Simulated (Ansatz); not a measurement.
# Tl under changes of volume

One of the cells (30.184 Å³/atom); the others are scaled copies at fixed shape and fractional positions:

```
Tl
1.0
     1.78105    1.02829    8.24042
    -1.78105    1.02829    8.24042
     0.00000   -2.05658    8.24042
Tl
3
Direct
  0.77906 0.77906 0.77906
  0.22094 0.22094 0.22094
  0.00000 0.00000 0.00000
```

This isn't the form of Tl at room conditions, which is hcp.

| Item | Value |
| --- | --- |
| Program | Ansatz 0.2.0 |
| Functional | PBE |
| Potentials or basis | Ansatz PAW |
| Cutoff | 420 eV (not typed: the program's choice for these potentials) |
| k mesh | 9 × 9 × 9 |
| Occupations | fermi-dirac, width 0.05 eV |
| Spin | no spin polarisation |

```csv
volume (Å³/atom),energy over the lowest point (meV/atom),pressure (GPa),largest force (eV/Å)
28.373,?,?,?
28.976,19.35,2.7,0.043
29.580,10.66,1.9,0.033
30.184,4.74,1.2,0.024
30.787,1.28,0.6,0.016
31.391,0.00,0.1,0.008
31.995,0.65,-0.4,0.001
```

Problem. What does the run at 28.373 Å³/atom give?

Solution. Energy over the lowest point 31.19 meV/atom; pressure 3.6 GPa; largest force 0.054 eV/Å.

Worked out: A Birch-Murnaghan fit of order 3 (a polynomial in V^(-2/3)) to the other rows has its minimum at 31.48 Å³/atom with B0 = V·E''(V) = 26 GPa and B' = 5.2 at fixed shape and positions, which overstates the stiffness. It gives 31.14 meV/atom at 28.373 Å³/atom, against the run's 31.19, and -dE/dV = 3.6 GPa, against 3.6.

Energies are extrapolated to zero smearing.
